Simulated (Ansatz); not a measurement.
# MnS: the cost of one run

Computed with Ansatz 0.2.0 (DFT PBE, PAW, plane waves, scalar-relativistic, unless a step's input says otherwise).

### Step 1. Starting point

It takes space group F-43m (No. 216, cubic). The conventional cell has a = 5.600 Å, b = 5.600 Å, c = 5.600 Å, α = 90.00°, β = 90.00°, γ = 90.00°. Mn (site symmetry -43m) is surrounded by 4 S at 2.42 Å. S (site symmetry -43m) has 4 Mn at 2.42 Å as nearest neighbours.

Coordinates:

```xyz
2
Lattice="0.0000 2.8000 2.8000 2.8000 0.0000 2.8000 2.8000 2.8000 0.0000" Properties=species:S:1:pos:R:3 pbc="T T T"
Mn    0.0000    0.0000    0.0000
S     4.2000    4.2000    4.2000
```

Labels such as S2 number the atoms in the order of the input file.

Changes shown after the default run: Fermi–Dirac width 0.01 eV, no switch to direct minimisation; Broyden, β 0.3, history 2, no preconditioner; Methfessel–Paxton smearing, width 2.0 eV; cold smearing, width 0.15 eV; Anderson, β 0.2, history 12, no preconditioner; MSR1 mixing, preconditioner none; Broyden, β 0.4, magnetisation mixing 0.4; direct minimisation.

The search for lower states is off throughout, and inputs that name a mixer don't switch to direct minimisation unless they say so. Spin is collinear, with starting moments Mn1 4.50 μB. β is the mixing step of the charge; the magnetisation has a step of its own, which the program sets unless it is named.

### Step 2. Default SCF settings

input.yaml reads:

```yaml
crystal:
  lattice:
    - [0.0, 2.8, 2.8]
    - [2.8, 0.0, 2.8]
    - [2.8, 2.8, 0.0]
  atoms:
    - { symbol: Mn, position: [0.0, 0.0, 0.0], spin: 4.5 }
    - { symbol: S, position: [0.75, 0.75, 0.75] }
magnetization:
  spin_polarized: true
hamiltonian:
  xc: pbe
  pseudopotentials: { kind: paw }
basis:
  ecutwfc: 420
kpoints:
  mp_grid: { grid: [7, 7, 7] }
scf:
  occupations: { method: fermi_dirac, width: 0.05 }
  lower_state_search: "off"
output:
  forces: true
  stress: true
```

The run is started by

```sh
$ ansatz run input.yaml --threads 2 --pin off --max-ram 5120MiB --backend cpu --events-out ev --progress --plain --runs-dir out
```

What time and memory should one allow on 2 threads of Arm Neoverse V1, shared host?

About 1.8 s, with a peak of 0.3 GiB.
